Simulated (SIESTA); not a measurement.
Pt:

```
CELL_PARAMETERS angstrom
2.76067 0.00000 0.00000
-1.38033 2.39081 0.00000
0.00000 0.00000 4.79213
ATOMIC_POSITIONS crystal
Pt 0.33333 0.66667 0.25000
Pt 0.66667 0.33333 0.75000
```

This isn't the form of Pt at room conditions, which is fcc.

| Item | Value |
| --- | --- |
| Program | SIESTA 5.4.2 |
| Task | single point |
| Functional | PBE |
| Potentials or basis | PseudoDojo 0.4 standard (PBE files) |
| Basis | DZP (energy shift 0.003 Ry; two zetas on semicore shells) |
| Grid cutoff | 800 Ry |
| Energy shift | 0.003 Ry |
| k mesh | 11 × 11 × 6 |
| Occupations | fermi-dirac, width 0.05 eV |
| Spin | no spin polarisation |

On this cell: pressure 1.4 GPa; largest force under 0.003 eV/Å; band gap on the k mesh none (metal or under the smearing width).

The same run follows on a disturbed copy (atoms moved at random, drawn with an rms of 0.05 Å):

```
Pt
1.0
     2.76067    0.00000    0.00000
    -1.38033    2.39081    0.00000
     0.00000    0.00000    4.79213
Pt
2
Cartesian
  -0.0429 1.6448 1.2117
  1.4132 0.7717 3.5624
```

Q: What changes?

A: The energy (extrapolated to zero smearing) moves by +4.6 meV/atom; pressure 1.7 GPa; largest force 0.557 eV/Å; band gap on the k mesh none (metal or under the smearing width).

Forces in eV/Å, atoms in the order of the input:
```
Pt  -0.057  0.010 -0.554
Pt   0.057 -0.009  0.554
```

Stress tensor (GPa, compression positive):
```
 2.50  0.28 -0.13
 0.28  3.42  0.26
-0.13  0.26 -0.75
```

Caveats: short orbitals over semicore shells can move pressures by several GPa; the basis of atomic orbitals isn't converged, which shifts pressures, moduli and gaps.
